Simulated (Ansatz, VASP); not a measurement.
**AlN: VASP beside Ansatz**

Contents of INCAR:

```
SYSTEM = AlN
  PREC = Accurate
  ENCUT = 520
  EDIFF = 1E-6
  ISMEAR = 0
  SIGMA = 0.05
  LREAL = .FALSE.
  LASPH = .TRUE.
  NELM = 100
  ALGO = Normal
  ISIF = 2
  LWAVE = .FALSE.
  LCHARG = .FALSE.
  NBANDS = 16
```

The input KPOINTS:

```
Automatic mesh
0
G
  8 8 6
  0 0 0
```

The input POSCAR:

```
AlN
1.0
    0.0000000000     -2.0390123106     -2.0390123106
    0.0000000000      2.0390123106     -2.0390123106
    4.0780246211      0.0000000000      0.0000000000
Al N
2 2
Direct
    0.5055845862      0.4944154138      0.0000000000
   -0.0055845862      0.0055845862      0.5000000000
    0.4977127899      0.5022872101      0.5000000000
    0.0022872101      0.9977127899      0.0000000000
```

Input for Ansatz:

```yaml
crystal:
  lattice:
    - [0.0, -2.0390123106, -2.0390123106]
    - [0.0, 2.0390123106, -2.0390123106]
    - [4.0780246211, 0.0, 0.0]
  atoms:
    - { symbol: Al, position: [0.5055845862, 0.4944154138, 0.0] }
    - { symbol: Al, position: [-0.0055845862, 0.0055845862, 0.5] }
    - { symbol: "N", position: [0.4977127899, 0.5022872101, 0.5] }
    - { symbol: "N", position: [0.0022872101, 0.9977127899, 0.0] }
basis:
  ecutwfc: 520.0
kpoints:
  mp_grid: { grid: [8, 8, 6] }
hamiltonian:
  xc: lda
scf:
  occupations: { method: gaussian, width: 0.05 }
output:
  forces: true
  stress: true
  eigenvalues: true
```

Change from the starting cell: mode 4 frozen in at -0.022 Å, equal normal strain along x, y and z +0.0167.

Alike in both runs: task single point; functional LDA; k mesh 8 × 8 × 6; occupations gaussian, width 0.05 eV; no spin polarisation.

|  | VASP | Ansatz |
| --- | --- | --- |
| version | VASP 6.6.1 | Ansatz 0.2.0 |
| potentials or method | VASP PAW LDA potentials, release 64 (Al, N) | scalar-relativistic, plane waves, PAW |
| plane-wave cutoff (eV) | 520 | 520 |
| valence electrons in the cell | 16 | 16 |

|  | VASP | Ansatz | Ansatz less VASP |
| --- | --- | --- | --- |
| gap on the k mesh at the Fermi level (eV) | 4.21 | 4.23 | +0.011 |
| least direct gap on the mesh (eV) | 4.22 | 4.23 | +0.011 |
| pressure (GPa) | -12.0 | -12.4 | -0.46 |
| largest component of the traceless stress (GPa) | 0.07 | 0.07 | -0.001 |
| rms of the force components (eV/Å) | 0.094 | 0.093 | -0.0007 |

Atom by atom the forces differ by 0.002 eV/Å (rms over components).

A k mesh can miss the band edges.
